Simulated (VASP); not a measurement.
A run of VASP 6.6.1 is set up as follows.

The input POSCAR:

```
AgCl
1.0
    0.0000000000      2.7350000000      2.7350000000
    2.7350000000      0.0000000000      2.7350000000
    2.7350000000      2.7350000000      0.0000000000
Ag Cl
1 1
Direct
    0.0000000000      0.0000000000      0.0000000000
    0.5000000000      0.5000000000      0.5000000000
```

The input INCAR.step1:

```
SYSTEM = AgCl
PREC = Accurate
ENCUT = 520
EDIFF = 1E-5
ISMEAR = 0
SIGMA = 0.02
LREAL = .False.
LASPH = .True.
NELM = 60
ALGO = Normal
ISIF = 2
LWAVE = .True.
LCHARG = .False.
LMAXMIX = 4
NBANDS = 16
GGA = PE
KPAR = 4
```

File INCAR.step2:

```
SYSTEM = AgCl
PREC = Accurate
ENCUT = 520
EDIFF = 1E-7
ISMEAR = 0
SIGMA = 0.02
LREAL = .False.
LASPH = .True.
NELM = 60
ALGO = Normal
ISIF = 2
LWAVE = .False.
LCHARG = .False.
LMAXMIX = 4
GGA = PE
LHFCALC = .True.
HFSCREEN = 0.2
PRECFOCK = Fast
NBANDS = 16
ISTART = 1
KPAR = 4
```

File KPOINTS:

```
regular mesh
0
Gamma
  6 6 6
  0 0 0
```

File KPOINTS_OPT:

```
path GXWKGLUWLK,UX
8
line-mode
reciprocal
 0.0000000000  0.0000000000  0.0000000000  G
 0.5000000000  0.0000000000  0.5000000000  X

 0.5000000000  0.0000000000  0.5000000000  X
 0.5000000000  0.2500000000  0.7500000000  W

 0.5000000000  0.2500000000  0.7500000000  W
 0.3750000000  0.3750000000  0.7500000000  K

 0.3750000000  0.3750000000  0.7500000000  K
 0.0000000000  0.0000000000  0.0000000000  G

 0.0000000000  0.0000000000  0.0000000000  G
 0.5000000000  0.5000000000  0.5000000000  L

 0.5000000000  0.5000000000  0.5000000000  L
 0.6250000000  0.2500000000  0.6250000000  U

 0.6250000000  0.2500000000  0.6250000000  U
 0.5000000000  0.2500000000  0.7500000000  W

 0.5000000000  0.2500000000  0.7500000000  W
 0.5000000000  0.5000000000  0.5000000000  L

 0.5000000000  0.5000000000  0.5000000000  L
 0.3750000000  0.3750000000  0.7500000000  K

 0.6250000000  0.2500000000  0.6250000000  U
 0.5000000000  0.0000000000  0.5000000000  X
```

Potentials or basis: VASP PAW PBE potentials, release 64 (Ag, Cl).

Command:

```console
$ cat potpaw_PBE.64/Ag/POTCAR potpaw_PBE.64/Cl/POTCAR > POTCAR
$ cp INCAR.step1 INCAR
$ mpirun -np 4 vasp_std > vasp.out
$ cp INCAR.step2 INCAR
$ mpirun -np 4 vasp_std > vasp.out
```

Q: Predict the pressure.

A: 3.5 GPa.

Q: Predict the band gap along the path.

A: 2.40 eV, indirect (least direct gap 4.68 eV).

Q: What does it give for the band gap on the k mesh?

A: 2.40 eV, indirect (least direct gap 4.83 eV).

Levels at the corners of the path, in eV from the valence-band top:
```tsv
point	band 6	band 7	band 8	band 9	band 10	band 11	band 12	band 13
Γ	-3.03	-2.43	-2.43	-2.43	2.40	12.45	12.45	12.45
X	-2.82	-2.49	-2.49	-2.39	3.94	9.36	10.50	13.67
X	-2.82	-2.49	-2.49	-2.39	3.94	9.36	10.50	13.67
W	-2.49	-2.43	-2.43	-1.37	5.93	9.46	9.46	9.75
W	-2.49	-2.43	-2.43	-1.37	5.93	9.46	9.46	9.75
K	-2.55	-2.30	-2.03	-1.25	5.26	8.78	9.83	11.72
K	-2.55	-2.30	-2.03	-1.25	5.26	8.78	9.83	11.72
Γ	-3.03	-2.43	-2.43	-2.43	2.40	12.45	12.45	12.45
Γ	-3.03	-2.43	-2.43	-2.43	2.40	12.45	12.45	12.45
L	-2.62	-2.17	0.00	0.00	5.52	8.73	9.21	9.21
L	-2.62	-2.17	0.00	0.00	5.52	8.73	9.21	9.21
U	-2.55	-2.30	-2.03	-1.25	5.26	8.78	9.83	11.72
U	-2.55	-2.30	-2.03	-1.25	5.26	8.78	9.83	11.72
W	-2.49	-2.43	-2.43	-1.37	5.93	9.46	9.46	9.75
W	-2.49	-2.43	-2.43	-1.37	5.93	9.46	9.46	9.75
L	-2.62	-2.17	0.00	0.00	5.52	8.73	9.21	9.21
L	-2.62	-2.17	0.00	0.00	5.52	8.73	9.21	9.21
K	-2.55	-2.30	-2.03	-1.25	5.26	8.78	9.83	11.72
U	-2.55	-2.30	-2.03	-1.25	5.26	8.78	9.83	11.72
X	-2.82	-2.49	-2.49	-2.39	3.94	9.36	10.50	13.67
```

Caveat: the PAW data sets were made with another functional, which shifts forces and pressure a little.

**The experiment to reproduce.**

A printed reference work, data compilation reports, for a bulk crystal of AgCl: band gap 3.249 eV (indirect).

A measured gap of AgCl is 3.249 eV (indirect; a printed reference work, data compilation); the calculated 2.40 eV misses it by -0.85 eV. Spin-orbit coupling on Ag is left out. The value is that of HSE06, without temperature or zero-point motion.
